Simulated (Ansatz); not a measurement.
Crystal: NiO2.

```
Ni O
1.0
     1.40213    0.80952    6.97429
    -1.40213    0.80952    6.97429
     0.00000   -1.61904    6.97429
Ni O
1 2
Cartesian
  0.0000 0.0000 0.0000
  0.0000 0.0000 7.9254
  0.0000 0.0000 12.9975
```

The cell comes from a database or a generator and needn't be the stable form of this composition.

Below is the output of Ansatz 0.2.0 for this cell. Logs are shortened: lines on timing, memory, paths and dates and some standing lists are left out, and cuts for length are marked.

```text
Warning: RAYON_NUM_THREADS=2 ignored (pool sized by the plan → 2); use --threads N
Engine: ansatz 0.2.0, x86_64-unknown-linux-gnu
Pseudopotentials: kind: paw
Pseudopotential: Ni, paw, valence charge 18, recommended cutoff 420 eV (normal), Ni.paw.azcp
Pseudopotential: O, paw, valence charge 6, recommended cutoff 420 eV (normal), O.paw.azcp
Functional definition: SPW92
  exchange = slater_x
  correlation = pw_c
Crystal: 3 atoms, lattice volume = 47.497 Å³
Basis set: ecut = 420 eV, 941 PW (Γ), exchange–correlation on 96×96×96 points (8 copies of the dense FFT grid, shifted against one another)
Bands: 20, of which v1, the nominal top of the filled ones, is band 15 counted from 1 (14 counted from 0)
Symmetry: 12 space group operations
Space group: R-3m (ITA 166), of the structure as read, at distance tolerance 3.6e-5 Å
Magnetic group: BNS 166.97 (UNI 1327), of the structure as read, at distance tolerance 3.6e-5 Å
k-points: 65 of 512
Non-local potential: Ni, projectors of the file, l = 0: 3, l = 1: 2, l = 2: 3, l = 3: 1
Non-local potential: O, projectors of the file, l = 0: 2, l = 1: 2, l = 2: 1
PAW form: soft (Blöchl's): semilocal exchange-correlation on the pseudo side does not see the compensation charge
PAW frozen core: Ni, regenerated for the run's functional, and the local potential with it (the file was generated under x = pbe(κ = 0.804, μ = 0.2195149727645171), c = pbe(β = 0.06672455060314922))
PAW frozen core: O, regenerated for the run's functional, and the local potential with it (the file was generated under x = pbe(κ = 0.804, μ = 0.2195149727645171), c = pbe(β = 0.06672455060314922))
PAW one-centre angular grid: Ni, 590 points (default); XC on 64 Gauss nodes
PAW one-centre angular grid: O, 110 points (default); XC on 64 Gauss nodes
Initial density: superposition of atomic densities (chi_scale 0.1, normalization cell, long waves kept (reshape's long-wave potential 0.55 eV rms))
Starting moments: Σ|m| = 1 μB on 1 of 3 sites
Initial wavefunctions: pseudopotential atomic-orbital guess
Functional: x = slater, c = lda
SCF 1 converged in 12 iterations: F = -6880.892791 eV  dr2 = 4.47e-9
  greatest PAW one-centre occupation: 1.000 electrons in one spin orbital (limit 2), on the Ni atom at site 0 (counted from 0), in its partial waves of l = 1
Bands: 19, of which v1, the nominal top of the filled ones, is band 15 counted from 1 (14 counted from 0)
k-points: 150 of 512 (irreducible under 2 space group operations, time reversal used)
Initial density: read from a saved state, or passed on in memory by an earlier SCF of this step, an earlier step, the calling program or the single point that the run made first
Stability of the state it starts from, as read at its close in the collinear treatment: not read negative (Ritz values of 1 − χ₀K, real part plus size of imaginary part, from 0.72 to 0.81, by its mixing steps under the symmetry group of the SCF that read it); its run was given moments
iter 1 solved again at ethr=6.65e-8 eV; its pass at ethr=3.10e-3 eV (dr2=1.99e-5 eV) is discarded
SCF iter   1: F=—  HF=-6880.892737 eV  |F-HF|=—  |Δ(HF+E_count)|=         —  Δρ=2.36e-6 (↑2.36e-6 ↓2.36e-6)  dr2=5.99e-9  dr2_m=0.00e0  M=0.000 μB ∫|m|=0.000 μB  β_m=0.30  ethr=6.65e-8  ⟨swp⟩=4.7  Hψ=25648  notcnv=0
preconditioner: auto → none  [insulator: Δε(μ)=1.181 eV  Ē_g=12.051 eV  σ=0.010 eV  W_gap=1.00  n_scr=4 (ndim 8)  ℏωp=25.3 eV  f_vac=0.434  D(μ)=0.00/eV (n_scr^D=0)  ε∞_Penn≈5.4]
SCF iter   2: F=—  HF=-6880.892791 eV  |F-HF|=—  |Δ(HF+E_count)|=   5.40e-5  Δρ=4.00e-6 (↑4.00e-6 ↓4.00e-6)  dr2=2.38e-8  dr2_m=0.00e0  M=0.000 μB ∫|m|=0.000 μB  β_m=0.30  ethr=2.00e-11  ⟨swp⟩=3.2  Hψ=6688  notcnv=0
[... 62 lines left out ...]
       -0.000000    12.669434     0.000000
        0.000000     0.000000     1.805531
  ε⁰ − ε∞ (ionic part):
        2.229362    -0.000000    -0.000000
       -0.000000     2.229362     0.000000
       -0.000000     0.000000     0.013853
  softest optical mode at Γ: 455.85 cm⁻¹; the repairs (sum rule, projections) moved no ω² at Γ by more than (2.41 cm⁻¹)²
  Born effective charges Z* (e; rows j = field, columns β = displacement):
    site 0:
         3.58878    0.00000   -0.00000
         0.00000    3.58878    0.00000
        -0.00000    0.00000    0.33049
    site 1:
        -1.79439    0.00000    0.00000
         0.00000   -1.79439   -0.00000
         0.00000   -0.00000   -0.16524
    site 2:
        -1.79439    0.00000    0.00000
         0.00000   -1.79439   -0.00000
         0.00000   -0.00000   -0.16524
  Z* charge neutrality: 3.642e-3 e pre-enforcement
  solved inside a basis spanned on kpoints, on 8×8×8 k-points, its susceptibility summed on 12×12×12: ε∞ is read to err by 3.3e-2, Z* by 3.1e-2 e (field_mesh: kpoints solves on kpoints); Z* is corrected for what the basis lacks
  optical modes at Γ without the LO–TO term, one row a degenerate level:
      ω (cm⁻¹)  modes    IR ((D/Å)²/amu)
        455.85      2             0.0000
        537.60      2            28.6972
        546.22      1             0.0000
        628.05      1             0.1217
  optical modes at Γ + LO–TO along q̂ = [1.0000, 0.0000, 0.0000]:
      ω (cm⁻¹)  modes    IR ((D/Å)²/amu)
        455.85      2             0.0000
        537.60      1            14.3486
        546.22      1             0.0000
        592.23      1            14.3486
        628.05      1             0.1217
  optical modes at Γ + LO–TO along q̂ = [0.0000, 1.0000, 0.0000]:
      ω (cm⁻¹)  modes    IR ((D/Å)²/amu)
        455.85      2             0.0000
        537.60      1            14.3486
        546.22      1             0.0000
        592.23      1            14.3486
        628.05      1             0.1217
  optical modes at Γ + LO–TO along q̂ = [0.0000, 0.0000, 1.0000]:
      ω (cm⁻¹)  modes    IR ((D/Å)²/amu)
        455.85      2             0.0000
        537.60      2            28.6972
        546.22      1             0.0000
        630.47      1             0.1217
```

Question: Write the input and the command behind it.

Answer: Phonons with LDA, collinear spin, ferromagnetic start. The files as run (others can give the same):

input.yaml
```yaml
crystal:
  lattice:
    - [1.4021288975, 0.8095194964, 6.9742947559]
    - [-1.4021288975, 0.8095194964, 6.9742947559]
    - [0.0, -1.6190389928, 6.9742947559]
  atoms:
    - { symbol: Ni, position: [0.0, 0.0, 0.0], spin: 1.0 }
    - { symbol: O, position: [0.378789, 0.378789, 0.378789] }
    - { symbol: O, position: [0.621211, 0.621211, 0.621211] }
hamiltonian:
  xc: lda
  pseudopotentials: { kind: paw }
magnetization:
  spin_polarized: true
kpoints:
  mp_grid: { grid: [8, 8, 8] }
scf:
  occupations: { method: gaussian, width: 0.01 }
phonons:
  method: dfpt
  dielectric: true
  rigid_motions: translations
```

Potentials or basis: Ansatz PAW.
The run is started by
```bash
$ ansatz run input.yaml --threads 2 --pin off --max-ram 5632MiB --backend cpu --events-out ev --progress --plain --runs-dir out
```
